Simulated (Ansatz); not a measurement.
Input, command and steps of an Ansatz relaxation.

```yaml
crystal:
  lattice:
    - [2.0613174058, -5.9419417355, 0.0]
    - [2.0613174058, 5.9419417355, 0.0]
    - [0.0, 0.0, 4.2288149941]
  atoms:
    - { symbol: Pb, position: [0.8695483023, 0.1304516977, 0.75] }
    - { symbol: Pb, position: [0.1304516977, 0.8695483023, 0.25] }
    - { symbol: S, position: [0.6462064815, 0.3537935185, 0.75] }
    - { symbol: S, position: [0.3537935185, 0.6462064815, 0.25] }
basis:
  ecutwfc: 500
kpoints:
  mp_grid: { grid: [8, 8, 6] }
hamiltonian:
  xc: r2scan
scf:
  occupations: { method: gaussian, width: 0.02 }
output:
  forces: true
  stress: true
  eigenvalues: true
relax:
  adjacent_minimum: "off"
  f_tol: 0.01
  max_steps: 30
  cell: { stress_tol: 0.1, fix: [volume] }
```

```bash
ansatz run input.yaml --threads 1 --pin off --max-ram 2560MiB --backend cpu --events-out ev --progress --plain --runs-dir out
```

Theory: DFT r2SCAN, scalar-relativistic, plane waves, PAW (Ansatz).

The volume is held at 0.97 times that of the relaxed cell.

Of 6 frames 5 are shown, positions in Å and forces in eV/Å; the SCF threshold varies from step to step. Steps run on the plane waves of an earlier cell, with a Pulay correction in the pressure. The basis is chosen afresh for the last frame, the zero of the energies, and at times for earlier ones too; energy and pressure step there, also at an unchanged geometry. The mark taken_back stands on steps that the optimiser undid.

```xyz
4
Lattice="2.0613 -5.9419 0.0000 2.0613 5.9419 0.0000 0.0000 0.0000 4.2288" Properties=species:S:1:pos:R:3:forces:R:3 pbc="T T T" step=1 free_energy_over_end_meV_per_atom=2.03 pressure_GPa=1.81
Pb    2.0613   -4.3917    3.1716    0.0000   -0.2015    0.0000
Pb    2.0613    4.3917    1.0572    0.0000    0.2015    0.0000
S     2.0613   -1.7375    3.1716    0.0000    0.1205    0.0000
S     2.0613    1.7375    1.0572    0.0000   -0.1205    0.0000
4
Lattice="2.0798 -5.8443 0.0000 2.0798 5.8443 0.0000 0.0000 0.0000 4.2613" Properties=species:S:1:pos:R:3:forces:R:3 pbc="T T T" step=2 free_energy_over_end_meV_per_atom=4.65 pressure_GPa=0.14 taken_back
Pb    2.0798   -4.4037    3.1960    0.0000    0.3015    0.0000
Pb    2.0798    4.4037    1.0653    0.0000   -0.3015    0.0000
S     2.0798   -1.7058    3.1960    0.0000   -0.0146    0.0000
S     2.0798    1.7058    1.0653    0.0000    0.0146    0.0000
4
Lattice="2.0675 -5.8969 0.0000 2.0675 5.8969 0.0000 0.0000 0.0000 4.2484" Properties=species:S:1:pos:R:3:forces:R:3 pbc="T T T" step=3 free_energy_over_end_meV_per_atom=0.08 pressure_GPa=1.05
Pb    2.0675   -4.3882    3.1863    0.0000   -0.0028    0.0000
Pb    2.0675    4.3882    1.0621    0.0000    0.0028    0.0000
S     2.0675   -1.7127    3.1863    0.0000    0.0299    0.0000
S     2.0675    1.7127    1.0621    0.0000   -0.0299    0.0000
4
Lattice="2.0672 -5.8925 0.0000 2.0672 5.8925 0.0000 0.0000 0.0000 4.2523" Properties=species:S:1:pos:R:3:forces:R:3 pbc="T T T" step=4 free_energy_over_end_meV_per_atom=0.02 pressure_GPa=1.01
Pb    2.0672   -4.3840    3.1892    0.0000    0.0017    0.0000
Pb    2.0672    4.3840    1.0631    0.0000   -0.0017    0.0000
S     2.0672   -1.7063    3.1892    0.0000    0.0147    0.0000
S     2.0672    1.7063    1.0631    0.0000   -0.0147    0.0000
4
Lattice="2.0649 -5.8907 0.0000 2.0649 5.8907 0.0000 0.0000 0.0000 4.2583" Properties=species:S:1:pos:R:3:forces:R:3 pbc="T T T" step=6 free_energy_over_end_meV_per_atom=0.00 pressure_GPa=0.99
Pb    2.0649   -4.3808    3.1937    0.0000    0.0013    0.0000
Pb    2.0649    4.3808    1.0646    0.0000   -0.0013    0.0000
S     2.0649   -1.7010    3.1937    0.0000    0.0006    0.0000
S     2.0649    1.7010    1.0646    0.0000   -0.0006    0.0000
```

The run took 2.7 min on 1 thread of Arm Neoverse V2 (shared host), peak memory 0.84 GiB.

Spin–orbit coupling is left out, which can shift energies with elements as heavy as these.